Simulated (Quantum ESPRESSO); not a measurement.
# InP (F-43m) in Quantum ESPRESSO: further runs

One crystal, InP, is run at these levels: BLYP, AM05, LDA; tasks: dielectric tensor, phonons.

Everything below comes from runs of Quantum ESPRESSO 7.5. Logs are shortened: lines on timing, memory, paths and dates and some standing lists are left out, and cuts for length are marked.

**What was measured.**

A printed reference work, textbook reports, for a bulk crystal of InP at 300 K: high-frequency dielectric constant 9.61.

The runs below are set against these values where they give the same quantity.

## 1. Starting point

Symmetry: F-43m, No. 216, cubic system. Conventional cell: a = 5.861 Å, b = 5.861 Å, c = 5.861 Å, α = 90.00°, β = 90.00°, γ = 90.00°. In (site symmetry -43m) is surrounded by 4 P at 2.54 Å. P (site symmetry -43m) has 4 In at 2.54 Å as nearest neighbours.

## 2. Dielectric tensor, BLYP

pw.in

```
&CONTROL
  calculation = 'scf'
  prefix = 'pwscf'
  outdir = './tmp'
  pseudo_dir = './pseudo'
  tprnfor = .true.
  tstress = .true.
  disk_io = 'low'
/
&SYSTEM
  ibrav = 0
  nat = 2
  ntyp = 2
  ecutwfc = 56
  ecutrho = 448
  nbnd = 15
  input_dft = 'blyp'
  occupations = 'smearing'
  smearing = 'fd'
  degauss = 0.00367493
/
&ELECTRONS
  conv_thr = 4d-10
  electron_maxstep = 120
  mixing_beta = 0.5
/
ATOMIC_SPECIES
In   114.8180 in_pbe_v1.4.uspp.F.UPF
P     30.9738 p_pbe_v1.5.uspp.F.UPF
CELL_PARAMETERS bohr
   0.0000000000    5.5378424082    5.5378424082
   5.5378424082    0.0000000000    5.5378424082
   5.5378424082    5.5378424082    0.0000000000
ATOMIC_POSITIONS bohr
In     0.0000000000    0.0000000000    0.0000000000
P      8.3067636123    8.3067636123    8.3067636123
K_POINTS automatic
6 6 6 1 1 1
```

gamma.in

```
&CONTROL
  calculation = 'bands'
  prefix = 'pwscf'
  outdir = './tmp'
  pseudo_dir = './pseudo'
  disk_io = 'low'
  verbosity = 'high'
/
&SYSTEM
  ibrav = 0
  nat = 2
  ntyp = 2
  ecutwfc = 56
  ecutrho = 448
  nbnd = 15
  input_dft = 'blyp'
  occupations = 'smearing'
  smearing = 'fd'
  degauss = 0.00367493
/
&ELECTRONS
  conv_thr = 1d-08
  electron_maxstep = 120
  mixing_beta = 0.5
  diago_full_acc = .true.
  startingwfc = 'random'
/
ATOMIC_SPECIES
In   114.8180 in_pbe_v1.4.uspp.F.UPF
P     30.9738 p_pbe_v1.5.uspp.F.UPF
CELL_PARAMETERS bohr
   0.0000000000    5.5378424082    5.5378424082
   5.5378424082    0.0000000000    5.5378424082
   5.5378424082    5.5378424082    0.0000000000
ATOMIC_POSITIONS bohr
In     0.0000000000    0.0000000000    0.0000000000
P      8.3067636123    8.3067636123    8.3067636123
K_POINTS crystal
1
0.0 0.0 0.0 1
```

scf2.in

```
&CONTROL
  calculation = 'scf'
  prefix = 'pwscf'
  outdir = './tmp'
  pseudo_dir = './pseudo'
  tprnfor = .true.
  tstress = .true.
  disk_io = 'low'
/
&SYSTEM
  ibrav = 0
  nat = 2
  ntyp = 2
  ecutwfc = 56
  ecutrho = 448
  nbnd = 15
  input_dft = 'blyp'
  occupations = 'fixed'
/
&ELECTRONS
  conv_thr = 1d-13
  electron_maxstep = 120
  mixing_beta = 0.5
  startingpot = 'file'
/
ATOMIC_SPECIES
In   114.8180 in_pbe_v1.4.uspp.F.UPF
P     30.9738 p_pbe_v1.5.uspp.F.UPF
CELL_PARAMETERS bohr
   0.0000000000    5.5378424082    5.5378424082
   5.5378424082    0.0000000000    5.5378424082
   5.5378424082    5.5378424082    0.0000000000
ATOMIC_POSITIONS bohr
In     0.0000000000    0.0000000000    0.0000000000
P      8.3067636123    8.3067636123    8.3067636123
K_POINTS automatic
6 6 6 1 1 1
```

ph.in

```
dielectric of InP
&INPUTPH
  prefix = 'pwscf'
  outdir = './tmp'
  tr2_ph = 1d-18
  fildyn = 'dyn'
  niter_ph = 90
  alpha_mix(1) = 0.7
  epsil = .true.
  trans = .false.
  zeu = .true.
/
0.0000000000 0.0000000000 0.0000000000
```

Potentials or basis: GBRV 1.5 PBE.

Run with:

```console
OMP_NUM_THREADS=1 pw.x -in pw.in > pw.out
OMP_NUM_THREADS=1 pw.x -in gamma.in > gamma.out
OMP_NUM_THREADS=1 pw.x -in scf2.in > scf2.out
OMP_NUM_THREADS=1 ph.x -in ph.in > ph.out
```

pw.out:

```text
This program is part of the open-source Quantum ESPRESSO suite
     for quantum simulation of materials; please cite
         "P. Giannozzi et al., J. Phys.:Condens. Matter 21 395502 (2009);
         "P. Giannozzi et al., J. Phys.:Condens. Matter 29 465901 (2017);
         "P. Giannozzi et al., J. Chem. Phys. 152 154105 (2020);
     in publications or presentations arising from this work. More details at

     IMPORTANT: XC functional enforced from input :
     Exchange-correlation= BLYP
                           (   1   3   1   3   0   0   0)
     Any further DFT definition will be discarded
     Please, verify this is what you really want

     Message from routine setup:
     using ibrav=0 with symmetry is DISCOURAGED, use correct ibrav instead

     G-vector sticks info
     --------------------
     sticks:   dense  smooth     PW     G-vecs:    dense   smooth      PW
     Sum        1891     955    295                54313    19339    3287

     Using Slab Decomposition

     bravais-lattice index     =            0
     lattice parameter (alat)  =       7.8317  a.u.
     unit-cell volume          =     339.6658 (a.u.)^3
     number of atoms/cell      =            2
     number of atomic types    =            2
     number of electrons       =        18.00
     number of Kohn-Sham states=           15
     kinetic-energy cutoff     =      56.0000  Ry
     charge density cutoff     =     448.0000  Ry
     scf convergence threshold =      4.0E-10
     mixing beta               =       0.5000
     number of iterations used =            8  plain     mixing
     Exchange-correlation= BLYP
                           (   1   3   1   3   0   0   0)

     celldm(1)=   7.831692  celldm(2)=   0.000000  celldm(3)=   0.000000
     celldm(4)=   0.000000  celldm(5)=   0.000000  celldm(6)=   0.000000

     crystal axes: (cart. coord. in units of alat)
               a(1) = (   0.000000   0.707107   0.707107 )
               a(2) = (   0.707107   0.000000   0.707107 )
               a(3) = (   0.707107   0.707107   0.000000 )

     reciprocal axes: (cart. coord. in units 2 pi/alat)
               b(1) = ( -0.707107  0.707107  0.707107 )
               b(2) = (  0.707107 -0.707107  0.707107 )
               b(3) = (  0.707107  0.707107 -0.707107 )

     PseudoPot. # 1 for In read from file:
     in_pbe_v1.4.uspp.F.UPF
     Pseudo is Ultrasoft + core correction, Zval = 13.0
     Generated by new atomic code, or converted to UPF format
     Using radial grid of  889 points,  6 beta functions with:
                l(1) =   0
                l(2) =   0
                l(3) =   1
                l(4) =   1
                l(5) =   2
                l(6) =   2
     Q(r) pseudized with  6 coefficients,  rinner =    1.400   1.400   1.400
                                                       1.400   1.400

     PseudoPot. # 2 for P  read from file:
     p_pbe_v1.5.uspp.F.UPF
     Pseudo is Ultrasoft + core correction, Zval =  5.0
     Generated by new atomic code, or converted to UPF format
     Using radial grid of  903 points,  6 beta functions with:
                l(1) =   0
                l(2) =   0
                l(3) =   1
                l(4) =   1
                l(5) =   2
                l(6) =   2
     Q(r) pseudized with  8 coefficients,  rinner =    1.300   1.300   1.300
                                                       1.300   1.300

     atomic species   valence    mass     pseudopotential
     In               13.00   114.81800     In( 1.00)
     P                 5.00    30.97380     P ( 1.00)

     24 Sym. Ops. (no inversion) found

   Cartesian axes

     site n.     atom                  positions (alat units)
         1        In     tau(   1) = (   0.0000000   0.0000000   0.0000000  )
         2        P      tau(   2) = (   1.0606602   1.0606602   1.0606602  )

     number of k points=    28  Fermi-Dirac smearing, width (Ry)=  0.0037
                       cart. coord. in units 2pi/alat
        k(    1) = (   0.0589256   0.0589256   0.0589256), wk =   0.0185185
        k(    2) = (   0.1767767   0.1767767  -0.0589256), wk =   0.0555556
        k(    3) = (   0.2946278   0.2946278  -0.1767767), wk =   0.0555556
        k(    4) = (  -0.2946278  -0.2946278   0.4124790), wk =   0.0555556
        k(    5) = (  -0.1767767  -0.1767767   0.2946278), wk =   0.0555556
        k(    6) = (  -0.0589256  -0.0589256   0.1767767), wk =   0.0555556
[... 20 lines left out ...]
        k(   27) = (   0.2946278   0.2946278   0.2946278), wk =   0.0185185
        k(   28) = (  -0.2946278  -0.2946278   0.8838835), wk =   0.0555556

     Dense  grid:    54313 G-vectors     FFT dimensions: (  54,  54,  54)

     Smooth grid:    19339 G-vectors     FFT dimensions: (  40,  40,  40)

     Initial potential from superposition of free atoms

     starting charge      16.4998, renormalised to      18.0000
     Starting wfcs are   13 randomized atomic wfcs +    2 random wfcs

     Self-consistent Calculation

     iteration #  1     ecut=    56.00 Ry     beta= 0.50
     Davidson diagonalization with overlap
     ethr =  1.00E-02,  avg # of iterations =  7.8

     total energy              =    -147.70182439 Ry
     estimated scf accuracy    <       2.64787046 Ry

     iteration #  2     ecut=    56.00 Ry     beta= 0.50
     Davidson diagonalization with overlap
     ethr =  1.00E-02,  avg # of iterations =  2.0

     total energy              =    -148.62794114 Ry
     estimated scf accuracy    <       0.28263898 Ry

     iteration #  3     ecut=    56.00 Ry     beta= 0.50
     Davidson diagonalization with overlap
     ethr =  1.57E-03,  avg # of iterations =  2.0
[... 29 lines left out ...]
     total energy              =    -148.67680402 Ry
     estimated scf accuracy    <       0.00000063 Ry

     iteration #  8     ecut=    56.00 Ry     beta= 0.50
     Davidson diagonalization with overlap
     ethr =  3.52E-09,  avg # of iterations =  2.1

     total energy              =    -148.67680421 Ry
     estimated scf accuracy    <       0.00000001 Ry

     iteration #  9     ecut=    56.00 Ry     beta= 0.50
     Davidson diagonalization with overlap
     ethr =  8.00E-11,  avg # of iterations =  4.5

     End of self-consistent calculation

          k = 0.0589 0.0589 0.0589 (  2409 PWs)   bands (ev):

    -6.8216  -6.8095  -6.8095  -6.6629  -6.6629  -4.0448   6.4742   7.3268
     7.3268   8.6963  11.5415  11.6273  11.6273  16.5425  16.5871

          k = 0.1768 0.1768-0.0589 (  2417 PWs)   bands (ev):

    -6.8613  -6.7964  -6.7906  -6.6661  -6.6582  -3.6391   4.6882   6.4779
     7.1358   9.5334  11.7682  11.9448  12.5746  15.5870  16.3944

          k = 0.2946 0.2946-0.1768 (  2407 PWs)   bands (ev):

    -6.9140  -6.7764  -6.7755  -6.6590  -6.6521  -2.8056   2.5384   6.0019
     6.6230   9.4222  12.2688  12.3494  13.8544  16.2828  16.8384

          k =-0.2946-0.2946 0.4125 (  2406 PWs)   bands (ev):

    -6.9319  -6.7730  -6.7696  -6.6542  -6.6486  -2.3864   1.7560   6.0084
     6.3214   9.3365  12.0501  12.5063  14.6678  16.8459  17.9740

          k =-0.1768-0.1768 0.2946 (  2412 PWs)   bands (ev):

    -6.9003  -6.7816  -6.7769  -6.6655  -6.6516  -3.1008   3.1838   6.4304
     6.4328   9.5188  11.8808  12.6773  13.2620  15.8874  17.0202

          k =-0.0589-0.0589 0.1768 (  2403 PWs)   bands (ev):

    -6.8474  -6.7990  -6.7974  -6.6678  -6.6582  -3.8375   5.4863   6.9022
     6.9798   9.4714  11.1166  12.2169  12.2300  15.4783  16.8092

          k = 0.2946 0.0589 0.0589 (  2411 PWs)   bands (ev):

    -6.8904  -6.7777  -6.7760  -6.6775  -6.6503  -3.4430   4.4112   6.2993
     6.3216  10.1950  10.6177  13.0331  13.1357  14.8018  17.1970

          k = 0.4125 0.1768-0.0589 (  2403 PWs)   bands (ev):

    -6.9308  -6.7620  -6.7530  -6.6818  -6.6441  -2.7551   2.9808   5.2811
     5.9796  10.4065  11.1352  12.8720  14.0630  15.7993  18.0813

          k =-0.1768-0.4125 0.5303 (  2405 PWs)   bands (ev):

    -6.9458  -6.7629  -6.7446  -6.6705  -6.6482  -2.1074   1.8758   4.7420
     5.7883  10.4009  11.8344  13.3190  14.4782  16.1668  18.1817

          k =-0.0589-0.2946 0.4125 (  2404 PWs)   bands (ev):

    -6.9304  -6.7677  -6.7543  -6.6701  -6.6513  -2.4937   2.5030   4.7750
     6.1722  10.5643  11.9380  12.6796  13.9395  15.8379  18.0279

          k = 0.0589-0.1768 0.2946 (  2409 PWs)   bands (ev):

    -6.8937  -6.7809  -6.7759  -6.6718  -6.6518  -3.2633   3.8090   5.8616
     6.6745  10.0902  11.3767  12.7602  12.9436  15.3173  17.1038

          k = 0.5303 0.0589 0.0589 (  2405 PWs)   bands (ev):

    -6.9708  -6.7298  -6.7271  -6.7012  -6.6344  -2.2973   2.3905   5.1798
     5.3860   9.6188  10.2941  14.7907  15.3203  16.3515  18.0929

          k =-0.0589-0.5303 0.6482 (  2396 PWs)   bands (ev):

    -6.9776  -6.7332  -6.7184  -6.6959  -6.6371  -1.7917   1.7663   4.5648
     5.1102  10.0338  10.8652  14.5820  15.5399  16.8253  18.4730

          k = 0.0589-0.4125 0.5303 (  2390 PWs)   bands (ev):

    -6.9540  -6.7564  -6.7320  -6.6764  -6.6502  -1.9101   1.8796   4.2037
     5.5704  10.4443  12.3054  13.4515  14.9393  15.4816  17.3707

          k = 0.1768-0.2946 0.4125 (  2403 PWs)   bands (ev):

    -6.9311  -6.7707  -6.7621  -6.6627  -6.6488  -2.4416   2.0786   5.4291
     6.2189   9.9450  11.8569  12.8744  14.1431  16.5676  17.6867

          k =-0.6482 0.0589 0.0589 (  2407 PWs)   bands (ev):

    -6.9902  -6.7181  -6.7131  -6.7066  -6.6306  -1.8270   1.7356   4.9322
     5.1768   9.4798  10.0251  15.8795  16.2816  16.9878  18.2788

          k =-0.5303 0.1768-0.0589 (  2397 PWs)   bands (ev):

    -6.9610  -6.7445  -6.7307  -6.6912  -6.6390  -2.2025   2.2539   4.8256
     5.4086  10.2019  11.0127  13.5344  15.1947  16.4583  18.6963

          k =-0.4125 0.0589 0.0589 (  2407 PWs)   bands (ev):

    -6.9352  -6.7522  -6.7503  -6.6899  -6.6416  -2.9020   3.3519   5.6543
     5.7836   9.9294  10.5998  13.7573  14.2025  15.3192  17.6634

          k = 0.1768 0.1768 0.1768 (  2418 PWs)   bands (ev):

    -6.8745  -6.7899  -6.7899  -6.6602  -6.6602  -3.4518   3.9562   6.8566
     6.8566   9.1508  12.2036  12.2036  12.7506  16.1134  16.1136

          k = 0.2946 0.2946 0.0589 (  2402 PWs)   bands (ev):

    -6.9077  -6.7740  -6.7735  -6.6660  -6.6543  -2.9291   3.1119   5.2794
     6.6915  10.1494  12.2915  12.5505  12.9119  15.4781  17.7863

          k =-0.2946-0.2946 0.6482 (  2393 PWs)   bands (ev):

    -6.9402  -6.7622  -6.7484  -6.6646  -6.6573  -2.1826   2.1093   4.3729
     6.0747  10.2754  12.4118  13.4817  13.9801  16.2621  16.4710
[... 8 lines left out ...]
    -6.9297  -6.7669  -6.7588  -6.6737  -6.6446  -2.6371   2.5358   5.5547
     6.0091  10.0342  11.6705  13.3136  13.3252  16.4768  17.9986

          k =-0.1768-0.4125 0.7660 (  2408 PWs)   bands (ev):

    -6.9512  -6.7592  -6.7329  -6.6785  -6.6477  -2.0524   2.0485   4.4477
     5.4618  11.0314  11.7275  12.6790  15.1830  15.7770  17.9731

          k =-0.0589-0.2946 0.6482 (  2400 PWs)   bands (ev):

    -6.9631  -6.7521  -6.7204  -6.6838  -6.6465  -1.7556   1.7968   4.3336
     4.9409  11.0765  11.8340  13.1689  14.4399  16.7767  18.7089

          k =-0.7660 0.1768 0.1768 (  2393 PWs)   bands (ev):

    -6.9672  -6.7419  -6.7260  -6.6880  -6.6425  -1.8233   1.7948   4.2303
     5.5071   9.8771  11.8206  14.6408  14.7805  16.0504  17.5030

          k = 0.2946 0.2946 0.2946 (  2413 PWs)   bands (ev):

    -6.9233  -6.7760  -6.7760  -6.6514  -6.6514  -2.5994   2.0102   6.4904
     6.4904   8.9154  12.2869  12.2869  14.4363  16.6486  17.4524

          k =-0.2946-0.2946 0.8839 (  2400 PWs)   bands (ev):

    -6.9375  -6.7672  -6.7583  -6.6597  -6.6519  -2.2419   1.8388   5.1000
     6.1663  10.0092  11.9631  12.9753  14.5471  16.8583  17.1688

     the Fermi energy is     8.0294 ev

!    total energy              =    -148.67680423 Ry
     estimated scf accuracy    <          3.5E-10 Ry
     smearing contrib. (-TS)   =      -0.00000000 Ry
     internal energy E=F+TS    =    -148.67680422 Ry

     The total energy is F=E-TS. E is the sum of the following terms:
     one-electron contribution =     -55.74062530 Ry
     hartree contribution      =      40.20114920 Ry
     xc contribution           =     -43.41692392 Ry
     ewald contribution        =     -89.72040420 Ry

     convergence has been achieved in   9 iterations

     Forces acting on atoms (cartesian axes, Ry/au):

     atom    1 type  1   force =    -0.00000000   -0.00000000    0.00000000
     atom    2 type  2   force =     0.00000000    0.00000000    0.00000000

     Total force =     0.000000     Total SCF correction =     0.000000

     Computing stress (Cartesian axis) and pressure

          total   stress  (Ry/bohr**3)                   (kbar)     P=       66.55
   0.00045241  -0.00000000   0.00000000           66.55       -0.00        0.00
  -0.00000000   0.00045241   0.00000000           -0.00       66.55        0.00
  -0.00000000   0.00000000   0.00045241           -0.00        0.00       66.55

=------------------------------------------------------------------------------=
   JOB DONE.
=------------------------------------------------------------------------------=
```

It took 9.6 min on 1 thread of Intel Xeon at 2.50GHz (Skylake/Cascade Lake), shared host; peak memory 0.24 GiB.

Results:

| Property | Result |
| --- | --- |
| Free energy | -2022.8510 eV |
| Pressure | 6.6 GPa |
| Electronic dielectric tensor (diagonal) | 11.15 |
| Born charges (mean of the diagonal) | In +2.55; P -2.55 e |

Electronic dielectric tensor:
```
11.15  0.00  0.00
 0.00 11.15  0.00
 0.00  0.00 11.15
```

Born effective charge tensors (e):
atom 1, In
```
2.55 0.00 0.00
0.00 2.55 0.00
0.00 0.00 2.55
```
atom 2, P
```
-2.55  0.00  0.00
 0.00 -2.55  0.00
 0.00  0.00 -2.55
```

Caveat: the mesh is thin for the dielectric tensor, Born charges and intensities, which usually come out too large; the potentials were made for another functional, which shifts forces and pressure; the cell is more than 3 GPa from zero pressure, which shifts response properties.

(Part 1 of 3 ends here.)
